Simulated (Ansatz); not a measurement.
Co:

```
Co
1.0
     0.00000    1.75666    1.75666
     1.75666    0.00000    1.75666
     1.75666    1.75666    0.00000
Co
1
Cartesian
  0.0000 0.0000 0.0000
```

This isn't the form of Co at room conditions, which is hcp.

| Quantity | Value |
| --- | --- |
| Program | Ansatz 0.2.0 |
| Task | single point |
| Functional | PBE |
| Potentials or basis | all-electron LAPW, scalar-relativistic |
| Cutoff | 310 eV (chosen from the basis error) |
| Basis error allowed | 0.001 eV/atom |
| k mesh | 13 × 13 × 13 |
| Occupations | fermi-dirac, width 0.05 eV |
| Spin | collinear spin, ferromagnetic start |
| Starting moments | [2.0] μB |

On this cell: pressure 1.0 GPa; net moment 1.64 μB per cell; site moments Co +1.69 μB; band gap on the k mesh none (metal or under the smearing width).

The same run follows on a disturbed copy (cell strained at random at fixed volume):

```xyz
1
Lattice="0.0033 1.7566 1.8039 1.7670 0.0302 1.7770 1.7683 1.7310 0.0289" Properties=species:S:1:pos:R:3 pbc="T T T"
Co    0.0245   -0.0261    0.0089
```

**Question.** What changes?

**Answer.** The energy (extrapolated to zero smearing) moves by +7.4 meV/atom; pressure 1.2 GPa; net moment 1.64 μB per cell; site moments Co +1.69 μB; band gap on the k mesh none (metal or under the smearing width).

Stress tensor (GPa, compression positive):
```
 0.44 -0.41 -0.17
-0.41  3.48 -5.02
-0.17 -5.02 -0.21
```
